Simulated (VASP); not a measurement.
# C (Fd-3m) in VASP: settings compared

One crystal, C, is run at these levels: PBE0, LDA; tasks: band structure, dielectric tensor.

Everything below comes from runs of VASP 6.6.1. Logs are shortened: lines on timing, memory, paths and dates and some standing lists are left out, and cuts for length are marked.

## (1) The crystal as given

The structure is cubic, space group Fd-3m (No. 227). The conventional cell has a = 3.567 Å, b = 3.567 Å, c = 3.567 Å, α = 90.00°, β = 90.00°, γ = 90.00°. Around C (site symmetry -43m) lie 4 C at 1.54 Å.

This isn't the form of C at room conditions, which is graphite.

## (2) Band structure, PBE0

File POSCAR:

```
C
1.0
    0.0000000000      1.7833700000      1.7833700000
    1.7833700000      0.0000000000      1.7833700000
    1.7833700000      1.7833700000      0.0000000000
C
2
Direct
    0.7500000000      0.7500000000      0.7500000000
    0.5000000000      0.5000000000      0.5000000000
```

File INCAR.step1:

```
SYSTEM = C
ALGO = Normal ; EDIFF = 1E-5
ENCUT = 520 ; GGA = PE
ISIF = 2 ; ISMEAR = -1
LASPH = .True. ; LCHARG = .False.
LREAL = .False. ; LWAVE = .True.
NBANDS = 11 ; NELM = 80
PREC = Accurate ; SIGMA = 0.05
```

File INCAR.step2:

```
SYSTEM = C
AEXX = 0.25 ; ALGO = Normal
EDIFF = 1E-7 ; ENCUT = 520
GGA = PE ; HFRCUT = -1
ISIF = 2 ; ISMEAR = -1
ISTART = 1 ; LASPH = .True.
LCHARG = .False. ; LHFCALC = .True.
LREAL = .False. ; LWAVE = .False.
NBANDS = 11 ; NELM = 80
PREC = Accurate ; PRECFOCK = Normal
SIGMA = 0.05
```

File KPOINTS:

```
k-points
0
Gamma
  7 7 7
  0 0 0
```

File KPOINTS_OPT:

```
path GXWKGLUWLK,UX
12
line-mode
reciprocal
 0.0000000000  0.0000000000  0.0000000000  G
 0.5000000000  0.0000000000  0.5000000000  X

 0.5000000000  0.0000000000  0.5000000000  X
 0.5000000000  0.2500000000  0.7500000000  W

 0.5000000000  0.2500000000  0.7500000000  W
 0.3750000000  0.3750000000  0.7500000000  K

 0.3750000000  0.3750000000  0.7500000000  K
 0.0000000000  0.0000000000  0.0000000000  G

 0.0000000000  0.0000000000  0.0000000000  G
 0.5000000000  0.5000000000  0.5000000000  L

 0.5000000000  0.5000000000  0.5000000000  L
 0.6250000000  0.2500000000  0.6250000000  U

 0.6250000000  0.2500000000  0.6250000000  U
 0.5000000000  0.2500000000  0.7500000000  W

 0.5000000000  0.2500000000  0.7500000000  W
 0.5000000000  0.5000000000  0.5000000000  L

 0.5000000000  0.5000000000  0.5000000000  L
 0.3750000000  0.3750000000  0.7500000000  K

 0.6250000000  0.2500000000  0.6250000000  U
 0.5000000000  0.0000000000  0.5000000000  X
```

Potentials or basis: VASP PAW PBE potentials, release 64 (C).

Started as:

```console
> cat potpaw_PBE.64/C/POTCAR > POTCAR
> cp INCAR.step1 INCAR
> mpirun -np 1 vasp_std > vasp.out
> cp INCAR.step2 INCAR
> mpirun -np 1 vasp_std > vasp.out
```

OUTCAR:

```text
SYSTEM = C
   AEXX = 0.25
   EDIFF = 1E-7
   ENCUT = 520
   GGA = PE
   ISIF = 2
   ISMEAR = -1
   ISTART = 1
   LASPH = .True.
   LHFCALC = .True.
   LREAL = .False.
   NELM = 80
   PREC = Accurate
   PRECFOCK = Normal

 ion  position               nearest neighbor table
   1  0.750  0.750  0.750-   2 1.54   2 1.54   2 1.54   2 1.54
   2  0.500  0.500  0.500-   1 1.54   1 1.54   1 1.54   1 1.54

  LATTYP: Found a face centered cubic cell.
 ALAT       =     3.5667400000

  Lattice vectors:

 A1 = (   0.0000000000,   1.7833700000,   1.7833700000)
 A2 = (   1.7833700000,   0.0000000000,   1.7833700000)
 A3 = (   1.7833700000,   1.7833700000,   0.0000000000)

Analysis of symmetry for initial positions (statically):
=====================================================================
 Subroutine PRICEL returns:
 Original cell was already a primitive cell.

 Routine SETGRP: Setting up the symmetry group for a
 face centered cubic supercell.

 Subroutine GETGRP returns: Found 48 space group operations
 (whereof 24 operations were pure point group operations)
 out of a pool of 48 trial point group operations.

The static configuration has the point symmetry T_d .
 The point group associated with its full space group is O_h .

Analysis of symmetry for dynamics (positions and initial velocities):
=====================================================================
 Subroutine PRICEL returns:
 Original cell was already a primitive cell.

 Routine SETGRP: Setting up the symmetry group for a
 face centered cubic supercell.

 Subroutine GETGRP returns: Found 48 space group operations
 (whereof 24 operations were pure point group operations)
 out of a pool of 48 trial point group operations.

The dynamic configuration has the point symmetry T_d .
 The point group associated with its full space group is O_h .

 Subroutine INISYM returns: Found 48 space group operations
 (whereof 24 operations are pure point group operations),
 and found     1 'primitive' translations

----------------------------------------------------------------------------------------

                                     Primitive cell

  volume of cell :      11.3437

  direct lattice vectors                    reciprocal lattice vectors
     0.000000000  1.783370000  1.783370000    -0.280368067  0.280368067  0.280368067
     1.783370000  0.000000000  1.783370000     0.280368067 -0.280368067  0.280368067
     1.783370000  1.783370000  0.000000000     0.280368067  0.280368067 -0.280368067

  length of vectors
     2.522066041  2.522066041  2.522066041     0.485611737  0.485611737  0.485611737

  position of ions in fractional coordinates (direct lattice)
     0.750000000  0.750000000  0.750000000
     0.500000000  0.500000000  0.500000000

  ion indices of the primitive-cell ions
   primitive index   ion index
                 1           1
                 2           2

----------------------------------------------------------------------------------------

 KPOINTS: k-points

Automatic generation of k-mesh.
 Grid dimensions read from file:
 generate k-points for:    7    7    7

 Generating k-lattice:

  Cartesian coordinates                     Fractional coordinates (reciprocal lattice)
    -0.040052581  0.040052581  0.040052581     0.142857143  0.000000000  0.000000000
     0.040052581 -0.040052581  0.040052581     0.000000000  0.142857143  0.000000000
     0.040052581  0.040052581 -0.040052581     0.000000000  0.000000000  0.142857143

  Length of vectors
     0.069373105  0.069373105  0.069373105

  Shift w.r.t. Gamma in fractional coordinates (k-lattice)
     0.000000000  0.000000000  0.000000000

 Subroutine IBZKPT returns following result:
 ===========================================

 Found     20 irreducible k-points:

 Following reciprocal coordinates:
            Coordinates               Weight
  0.000000  0.000000  0.000000      1.000000
  0.142857  0.000000  0.000000      8.000000
  0.285714  0.000000  0.000000      8.000000
  0.428571  0.000000  0.000000      8.000000
  0.142857  0.142857  0.000000      6.000000
  0.285714  0.142857  0.000000     24.000000
[... 12 lines left out ...]
 -0.428571  0.428571  0.142857     24.000000
 -0.285714  0.428571  0.142857     24.000000
   k-points           NKPTS =     20   k-points in BZ     NKDIM =    343   number of bands    NBANDS=     11
   number of dos      NEDOS =    301   number of ions     NIONS =      2
   total plane-waves  NPLWV =   8000
   dimension x,y,z NGX =    20 NGY =   20 NGZ =   20
   dimension x,y,z NGXF=    40 NGYF=   40 NGZF=   40
   ions per type =               2
   NGX,Y,Z   is equivalent  to a cutoff of  13.18, 13.18, 13.18 a.u.
   NGXF,Y,Z  is equivalent  to a cutoff of  26.37, 26.37, 26.37 a.u.
 SYSTEM =  C
   PREC   = accura    normal or accurate (medium, high low for compatibility)
   ISTART =      1    job   : 0-new  1-cont  2-samecut
   ICHARG =      0    charge: 1-file 2-atom 10-const
   ISPIN  =      1    spin polarized calculation?
   LNONCOLLINEAR =      F non collinear calculations
   LSORBIT =      F    spin-orbit coupling
   LASPH  =      T    aspherical Exc in radial PAW
   ENCUT  =  520.0 eV  38.22 Ry    6.18 a.u.   4.69  4.69  4.69*2*pi/ulx,y,z
   NELM   =     80;   NELMIN=  2; NELMDL=  0     # of ELM steps
   EDIFF  = 0.1E-06   stopping-criterion for ELM
   LREAL  =      F    real-space projection
   EDIFFG = 0.1E-05   stopping-criterion for IOM
   NSW    =      0    number of steps for IOM
   IBRION =     -1    ionic relax: 0-MD 1-quasi-New 2-CG
   NFREE  =      0    steps in history (QN), initial steepest desc. (CG)
   ISIF   =      2    stress and relaxation
   ISYM   =      3    0-nonsym 1-usesym 2-fastsym
   POTIM  = 0.5000    time-step for ionic-motion
   TEBEG  =    0.0;   TEEND  =   0.0 temperature during run
   PSTRESS=    0.0 pullay stress
   NELECT =       8.0000    total number of electrons
   NUPDOWN=      -1.0000    fix difference up-down
   EMIN   =  10.00;   EMAX   =-10.00  energy-range for DOS
   EFERMI =   0.00;   METHOD = LEGACY
   ISMEAR =    -1;   SIGMA  =   0.05  broadening in eV -4-tet -1-fermi 0-gaus
   EFERMI_NEDOS =   21; number of points for ismear=-14 and -15
   IALGO  =     38    algorithm
   IMIX   =      1    mixing-type and parameters
     AMIX     =   0.40;   BMIX     =  1.00
     AMIX_MAG =   1.60;   BMIX_MAG =  1.00
  volume/ion in A,a.u.               =       5.67        38.28
  Fermi-wavevector in a.u.,A,eV,Ry     =   1.457203  2.753714 28.891161  2.123440
  Thomas-Fermi vector in A             =   2.574032
   LORBIT       =      0    0 simple, 1 ext, 2 COOP (PROOUT), +10 PAW based schemes
   GGA     = PE    functional components
   LHFCALC =     T    Hartree Fock is set to
   PRECFOCK=normal    Normal, Fast or Accurate (Low or Medium for compatibility)
   ENCUT4O =  -1.0   cutoff for four orbital integrals eV
   NKREDX  =     1    reduce k-point grid by
   NKREDY  =     1    reduce k-point grid by
   NKREDZ  =     1    reduce k-point grid by
   AEXX    =    0.2500 exact exchange contribution
   HFSCREEN=    0.0000 screening length (either q_TF or 0.3 A-1)
   HFSCREENC=   0.0000 screening length for correlation (either q_TF or 0.3 A-1)
   ENCUTFOCK=  -1.0 apply spherical cutoff to Coloumb kernel
   IVDW    =     0    specifies the selected vdW correction
   LEPSILON=     F    determine dielectric tensor
   LRPA    =     F    only Hartree local field effects (RPA)
 non-spin polarized calculation
  energy-cutoff  :      520.00
  volume of cell :       11.34
 maximum number of plane-waves:       314
  NGX = 16; NGY = 16; NGZ = 16

 number of electron       7.9999999 magnetization

 Free energy of the ion-electron system (eV)
  ---------------------------------------------------
  ext. energy  EPLUGINS =         0.00000000
  ---------------------------------------------------
  free energy    TOTEN  =       -22.11992907 eV

  energy without entropy =      -22.11992907  energy(sigma->0) =      -22.11992907

 E-fermi :   9.8495     XC(G=0): -10.4070

 val. band max:        8.7432386224   @ k =   0.0000   0.0000   0.0000
 cond. band min:      14.9010117466   @ k =   0.4286   0.4286   0.0000
 fundamental gap:      6.1577731242
 Fermi energy:         9.8494548206

 k-point     1 :       0.0000    0.0000    0.0000
  band No.  band energies     occupation
      1     -14.8531      2.00000
      2       8.7432      2.00000
      3       8.7432      2.00000
      4       8.7432      2.00000
      5      16.4431      0.00000
      6      16.4431      0.00000
      7      16.4431      0.00000
      8      24.7827      0.00000
      9      30.3737      0.00000
     10      37.8148      0.00000
     11      37.8148      0.00000

 k-point     2 :       0.1429    0.0000    0.0000
  band No.  band energies     occupation
      1     -14.2391      2.00000
      2       5.4927      2.00000
      3       7.8691      2.00000
      4       7.8691      2.00000
      5      17.6000      0.00000
      6      17.6000      0.00000
      7      18.0309      0.00000
      8      25.3003      0.00000
      9      31.2846      0.00000
     10      34.3077      0.00000
     11      34.3077      0.00000

 k-point     3 :       0.2857    0.0000    0.0000
  band No.  band energies     occupation
      1     -12.4345      2.00000
      2       0.1404      2.00000
      3       6.5292      2.00000
      4       6.5292      2.00000
      5      19.1173      0.00000
      6      19.1173      0.00000
      7      19.3466      0.00000
      8      26.4640      0.00000
      9      32.1070      0.00000
     10      33.8071      0.00000
     11      33.8071      0.00000
[... 211 lines left out ...]
 k-point    19 :      -0.4286    0.4286    0.1429
  band No.  band energies     occupation
      1      -7.1179      2.00000
      2      -2.8047      2.00000
      3       0.4722      2.00000
      4       1.2027      2.00000
      5      17.8639      0.00000
      6      19.0885      0.00000
      7      25.2439      0.00000
      8      27.5448      0.00000
      9      32.8147      0.00000
     10      34.3192      0.00000
     11      41.4568      0.00000

 k-point    20 :      -0.2857    0.4286    0.1429
  band No.  band energies     occupation
      1      -5.6919      2.00000
      2      -3.8394      2.00000
      3      -1.2391      2.00000
      4       1.5334      2.00000
      5      19.0539      0.00000
      6      22.9548      0.00000
      7      24.3026      0.00000
      8      25.1282      0.00000
      9      30.8336      0.00000
     10      34.6844      0.00000
     11      39.3528      0.00000

------------------------ aborting loop because EDIFF is reached ----------------------------------------

  FORCE on cell =-STRESS in cart. coord.  units (eV):
  Direction    XX          YY          ZZ          XY          YZ          ZX
  --------------------------------------------------------------------------------------
  -------------------------------------------------------------------------------------
  Total       -0.5253959     -0.5253959     -0.5253959      0.0000000      0.0000000     -0.0000000
  in kB      -74.2066608    -74.2066608    -74.2066608      0.0000000      0.0000000     -0.0000000
  external PRESSURE =     -74.2066608 kB  Pullay stress =       0.0000000 kB

 VOLUME and BASIS-vectors are now :
 -----------------------------------------------------------------------------
  energy-cutoff  :      520.00
  volume of cell :       11.34
      direct lattice vectors                 reciprocal lattice vectors
     0.000000000  1.783370000  1.783370000    -0.280368067  0.280368067  0.280368067
     1.783370000  0.000000000  1.783370000     0.280368067 -0.280368067  0.280368067
     1.783370000  1.783370000  0.000000000     0.280368067  0.280368067 -0.280368067

 POSITION                                       TOTAL-FORCE (eV/Angst)
 -----------------------------------------------------------------------------------
      2.67505      2.67505      2.67505        -0.000000     -0.000000     -0.000000
      1.78337      1.78337      1.78337         0.000000      0.000000      0.000000
 -----------------------------------------------------------------------------------
    total drift:                                0.000000      0.000000      0.000000

  FREE ENERGIE OF THE ION-ELECTRON SYSTEM (eV)
  ---------------------------------------------------
  free  energy   TOTEN  =       -22.1199290741 eV

  energy  without entropy=      -22.1199290741  energy(sigma->0) =      -22.11992907
```

Run time: 18 min. Hardware: 1 thread of AMD EPYC 9R45 (Zen 5), shared host; peak memory 0.12 GiB.

Results:

- Free energy: -22.1199 eV
- Pressure: -7.4 GPa
- Band gap on the k mesh: 6.16 eV, indirect (least direct gap 7.70 eV)
- Band gap along the path: 6.03 eV, indirect (least direct gap 7.70 eV)

Levels at the corners of the path, in eV from the valence-band top:
```tsv
point	band 1	band 2	band 3	band 4	band 5	band 6	band 7	band 8
Γ	-23.60	0.00	0.00	0.00	7.70	7.70	7.70	16.04
X	-14.13	-14.13	-6.91	-6.91	6.67	6.67	20.00	20.00
X	-14.13	-14.13	-6.91	-6.91	6.67	6.67	20.00	20.00
W	-13.29	-13.29	-9.09	-9.09	12.94	12.94	15.03	15.03
W	-13.29	-13.29	-9.09	-9.09	12.94	12.94	15.03	15.03
K	-14.39	-12.99	-10.17	-5.89	7.65	13.15	17.31	18.64
K	-14.39	-12.99	-10.17	-5.89	7.65	13.15	17.31	18.64
Γ	-23.60	0.00	0.00	0.00	7.70	7.70	7.70	16.04
Γ	-23.60	0.00	0.00	0.00	7.70	7.70	7.70	16.04
L	-17.38	-14.68	-3.09	-3.09	10.78	10.78	11.11	18.39
L	-17.38	-14.68	-3.09	-3.09	10.78	10.78	11.11	18.39
U	-14.39	-12.99	-10.17	-5.89	7.65	13.15	17.31	18.64
U	-14.39	-12.99	-10.17	-5.89	7.65	13.15	17.31	18.64
W	-13.29	-13.29	-9.09	-9.09	12.94	12.94	15.03	15.03
W	-13.29	-13.29	-9.09	-9.09	12.94	12.94	15.03	15.03
L	-17.38	-14.68	-3.09	-3.09	10.78	10.78	11.11	18.39
L	-17.38	-14.68	-3.09	-3.09	10.78	10.78	11.11	18.39
K	-14.39	-12.99	-10.17	-5.89	7.65	13.15	17.31	18.64
U	-14.39	-12.99	-10.17	-5.89	7.65	13.15	17.31	18.64
X	-14.13	-14.13	-6.91	-6.91	6.67	6.67	20.00	20.00
```

Caveat: the k mesh is coarse (spacing up to 0.44 Å⁻¹), so the values aren't converged, least of all with exact exchange; the PAW data sets were made with another functional, which shifts forces and pressure a little; the mesh misses the band edges, which the band path finds closer together.

(Continued in part 2 of 2.)
